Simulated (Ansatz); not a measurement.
NaCl:

```
Cl Na
1.0
     0.00000    2.79406    2.79406
     2.79406    0.00000    2.79406
     2.79406    2.79406    0.00000
Cl Na
1 1
Direct
  0.50000 0.50000 0.50000
  0.00000 0.00000 0.00000
```

The cell is a database's computed one.

| Item | Value |
| --- | --- |
| Program | Ansatz 0.2.0 |
| Task | relaxation of cell and atoms |
| Functional | LDA |
| Potentials or basis | Ansatz PAW |
| Cutoff | 420 eV (not typed: the program's choice for these potentials) |
| k mesh | 8 × 8 × 8 |
| Occupations | fermi-dirac, width 0.05 eV |
| Spin | no spin polarisation |

At the start: volume 21.81 Å³/atom.

How do energy, volume and symmetry change on relaxing?

It ends after 5 steps and the volume is 20.39 Å³/atom (-6.5 %); space group Fm-3m (No. 225, to 0.05 Å).

The path:
```csv
step,energy change (eV),largest force (eV/Å),volume (Å³)
1,0.0000,0.0000,43.63
2,-0.0156,0.0000,41.66
3,-0.0174,0.0000,40.66
4,-0.0174,0.0000,40.79
5,-0.0174,0.0000,40.79
```

Final structure:
```
CELL_PARAMETERS angstrom
0.00000 2.73211 2.73211
2.73211 0.00000 2.73211
2.73211 2.73211 0.00000
ATOMIC_POSITIONS crystal
Cl 0.50000 0.50000 0.50000
Na 0.00000 0.00000 0.00000
```

Caveat: the plane-wave basis is chosen anew once the cell has moved, so the energies of steps on either side of that aren't comparable; the PAW data sets come from PBE, with cores solved anew for the run's functional, which leaves a small shift of forces and pressure.
